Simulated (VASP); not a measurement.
# TiCo (Pm-3m) in VASP: further runs, part 2 of 2

VASP 6.6.1.

### Step 4. Single point, PBE

This run uses another cell than the first one, of 13.38 Å³/atom, 1.005 times its volume.

INCAR reads:

```
SYSTEM = TiCo
PREC = Accurate ; ENCUT = 520
EDIFF = 1E-6 ; ISMEAR = 0
SIGMA = 0.05 ; LREAL = .False.
LASPH = .True. ; NELM = 100
ALGO = Normal ; ISIF = 2
LWAVE = .False. ; LCHARG = .False.
GGA = PE ; NBANDS = 18
```

KPOINTS reads:

```
regular mesh
0
Gamma
  16 16 16
  0 0 0
```

POSCAR reads:

```
TiCo
1.0
    2.9913240919      0.0000000000      0.0000000000
    0.0000000000      2.9913240919      0.0000000000
    0.0000000000      0.0000000000      2.9913240919
Ti Co
1 1
Direct
    0.0000000000      0.0000000000      0.0000000000
    0.5000000000      0.5000000000      0.5000000000
```

Potentials or basis: VASP PAW PBE potentials, release 64 (Ti_sv, Co).

The run is started by

```sh
$ cat potpaw_PBE.64/Ti_sv/POTCAR potpaw_PBE.64/Co/POTCAR > POTCAR
$ mpirun -np 1 vasp_std > vasp.out
```

OUTCAR:

```text
SYSTEM = TiCo
   PREC = Accurate
   ENCUT = 520
   EDIFF = 1E-6
   ISMEAR = 0
   LREAL = .False.
   LASPH = .True.
   NELM = 100
   ISIF = 2
   GGA = PE

 ion  position               nearest neighbor table
   1  0.000  0.000  0.000-   2 2.59   2 2.59   2 2.59   2 2.59   2 2.59   2 2.59   2 2.59   2 2.59

   2  0.500  0.500  0.500-   1 2.59   1 2.59   1 2.59   1 2.59   1 2.59   1 2.59   1 2.59   1 2.59

  LATTYP: Found a simple cubic cell.
 ALAT       =     2.9913240919

  Lattice vectors:

 A1 = (   2.9913240919,   0.0000000000,   0.0000000000)
 A2 = (   0.0000000000,   2.9913240919,   0.0000000000)
 A3 = (   0.0000000000,   0.0000000000,   2.9913240919)

Analysis of symmetry for initial positions (statically):
=====================================================================
 Subroutine PRICEL returns:
 Original cell was already a primitive cell.

 Routine SETGRP: Setting up the symmetry group for a
 simple cubic supercell.

 Subroutine GETGRP returns: Found 48 space group operations
 (whereof 48 operations were pure point group operations)
 out of a pool of 48 trial point group operations.

The static configuration has the point symmetry O_h .

Analysis of symmetry for dynamics (positions and initial velocities):
=====================================================================
 Subroutine PRICEL returns:
 Original cell was already a primitive cell.

 Routine SETGRP: Setting up the symmetry group for a
 simple cubic supercell.

 Subroutine GETGRP returns: Found 48 space group operations
 (whereof 48 operations were pure point group operations)
 out of a pool of 48 trial point group operations.

The dynamic configuration has the point symmetry O_h .

 Subroutine INISYM returns: Found 48 space group operations
 (whereof 48 operations are pure point group operations),
 and found     1 'primitive' translations

----------------------------------------------------------------------------------------
[... 107 lines left out ...]
   EFERMI =   0.00;   METHOD = LEGACY
   ISMEAR =     0;   SIGMA  =   0.05  broadening in eV -4-tet -1-fermi 0-gaus
   EFERMI_NEDOS =   21; number of points for ismear=-14 and -15
   IALGO  =     38    algorithm
   IMIX   =      4    mixing-type and parameters
     AMIX     =   0.40;   BMIX     =  1.00
     AMIX_MAG =   1.60;   BMIX_MAG =  1.00
  volume/ion in A,a.u.               =      13.38        90.31
  Fermi-wavevector in a.u.,A,eV,Ry     =   1.509910  2.853317 31.018955  2.279829
  Thomas-Fermi vector in A             =   2.620170
   LORBIT       =      0    0 simple, 1 ext, 2 COOP (PROOUT), +10 PAW based schemes
   GGA     = PE    functional components
   LHFCALC =     F    Hartree Fock is set to
   AEXX    =    0.0000 exact exchange contribution
   IVDW    =     0    specifies the selected vdW correction
   LEPSILON=     F    determine dielectric tensor
   LRPA    =     F    only Hartree local field effects (RPA)
 non-spin polarized calculation
 Gauss-broadening in eV      SIGMA  =   0.05
  energy-cutoff  :      520.00
  volume of cell :       26.77
 maximum number of plane-waves:       739
 NGX is ok and might be reduce to    24
   NGX = 11   NGY = 11   NGZ = 11

 number of electron      20.9999983 magnetization

 Free energy of the ion-electron system (eV)
  ---------------------------------------------------
  ext. energy  EPLUGINS =         0.00000000
  ---------------------------------------------------
  free energy    TOTEN  =       -15.63143603 eV

  energy without entropy =      -15.62684817  energy(sigma->0) =      -15.62914210

 E-fermi :   9.8212     XC(G=0): -12.5448

 val. band max:        9.8104070296   @ k =   0.4375   0.3125   0.0000
 cond. band min:       9.8276920889   @ k =   0.5000   0.4375   0.1875
 fundamental gap:      0.0172850593
 Fermi energy:         9.8212154454

 k-point     1 :       0.0000    0.0000    0.0000
  band No.  band energies     occupation
      1     -47.3933      2.00000
      2     -23.4851      2.00000
      3     -23.4851      2.00000
      4     -23.4851      2.00000
      5       2.1998      2.00000
      6       6.1307      2.00000
[... 481 lines left out ...]
      5       5.8573      2.00000
      6       6.2113      2.00000
[... 10 lines left out ...]
     17      22.3260      0.00000
     18      23.8377      0.00000

 [... further k-points ...]
[... 5 lines left out ...]
  --------------------------------------------------------------------------------------
  -------------------------------------------------------------------------------------
  Total       -0.6236877     -0.6236877     -0.6236877     -0.0000000      0.0000000      0.0000000
  in kB      -37.3325248    -37.3325248    -37.3325248     -0.0000000      0.0000000      0.0000000
  external PRESSURE =     -37.3325248 kB  Pullay stress =       0.0000000 kB

 VOLUME and BASIS-vectors are now :
 -----------------------------------------------------------------------------
  energy-cutoff  :      520.00
  volume of cell :       26.77
      direct lattice vectors                 reciprocal lattice vectors
     2.991324092  0.000000000  0.000000000     0.334300119  0.000000000  0.000000000
     0.000000000  2.991324092  0.000000000     0.000000000  0.334300119  0.000000000
     0.000000000  0.000000000  2.991324092     0.000000000  0.000000000  0.334300119

 POSITION                                       TOTAL-FORCE (eV/Angst)
 -----------------------------------------------------------------------------------
      0.00000      0.00000      0.00000         0.000000      0.000000      0.000000
      1.49566      1.49566      1.49566         0.000000      0.000000      0.000000
 -----------------------------------------------------------------------------------
    total drift:                                0.000000      0.000000     -0.000000

  FREE ENERGIE OF THE ION-ELECTRON SYSTEM (eV)
  ---------------------------------------------------
  free  energy   TOTEN  =       -15.6314360346 eV

  energy  without entropy=      -15.6268481695  energy(sigma->0) =      -15.62914210
```

OSZICAR:

```text
N       E                     dE             d eps       ncg     rms          rms(c)
DAV:   1     0.158401676215E+03    0.15840E+03   -0.10109E+04  5956   0.146E+03
DAV:   2    -0.879047216972E+01   -0.16719E+03   -0.16206E+03  6004   0.343E+02
DAV:   3    -0.177334278761E+02   -0.89430E+01   -0.88191E+01  7768   0.869E+01
DAV:   4    -0.179827830326E+02   -0.24936E+00   -0.24837E+00  7186   0.125E+01
DAV:   5    -0.179911852368E+02   -0.84022E-02   -0.84011E-02  7336   0.217E+00    0.128E+01
DAV:   6    -0.159905561067E+02    0.20006E+01   -0.97639E+00  6454   0.428E+01    0.608E+00
DAV:   7    -0.189062945048E+02   -0.29157E+01   -0.23024E+01  7624   0.395E+01    0.252E+01
DAV:   8    -0.156352914511E+02    0.32710E+01   -0.15389E+01  7624   0.326E+01    0.183E+00
DAV:   9    -0.156545249205E+02   -0.19233E-01   -0.22098E-01  6578   0.424E+00    0.202E+00
DAV:  10    -0.156330294452E+02    0.21495E-01   -0.73826E-02  8120   0.313E+00    0.492E-01
DAV:  11    -0.156320791289E+02    0.95032E-03   -0.32076E-03  6618   0.618E-01    0.304E-01
DAV:  12    -0.156314541777E+02    0.62495E-03   -0.16867E-03  8676   0.310E-01    0.564E-02
DAV:  13    -0.156314481764E+02    0.60013E-05   -0.55344E-05  6270   0.648E-02    0.426E-02
DAV:  14    -0.156314373394E+02    0.10837E-04   -0.41003E-05  7114   0.676E-02    0.814E-03
DAV:  15    -0.156314361112E+02    0.12282E-05   -0.19513E-06  5338   0.133E-02    0.278E-03
DAV:  16    -0.156314360346E+02    0.76634E-07   -0.13525E-07  3100   0.393E-03
   1 F= -.15631436E+02 E0= -.15629142E+02  d E =-.458787E-02
```

stdout:

```text
POSCAR found type information on POSCAR TiCo
 POSCAR found :  2 types and       2 ions
 scaLAPACK will be used
 LDA part: xc-table for (Slater+PW92), standard interpolation
 POSCAR, INCAR and KPOINTS ok, starting setup
 FFT: planning ... GRIDC
 FFT: planning ... GRID_SOFT
 FFT: planning ... GRID
 WAVECAR not read
 entering main loop
```

It took 31 s on 1 thread of AMD EPYC 9R45 (Zen 5), shared host; peak memory 0.17 GiB.

What came out:

```yaml
Free_energy: -15.6314 eV
Pressure: -3.7 GPa
Band_gap_on_the_k_mesh: none (metal or under the smearing width)
```

Spin polarisation is off, so any magnetic state and its effect on volume and gap are missing.

### Step 5. Summary

```tsv
cell	gap on the mesh (eV)	pressure (GPa)
Pm-3m, 13.31 Å³/atom	none	-2.9
Pm-3m, 13.12 Å³/atom	none	-0.4
Pm-3m, 13.38 Å³/atom	none	-3.7
```

Alike in all rows: task single point; level PBE; potentials or basis VASP PAW PBE potentials, release 64 (Ti_sv, Co); no spin polarisation; k mesh 16 × 16 × 16; cutoff (eV) 520; smearing gaussian 0.05 eV.

Every run on the cell as given and a fine mesh finds a metal.

Absolute energies hang on the potentials; compare differences alone.
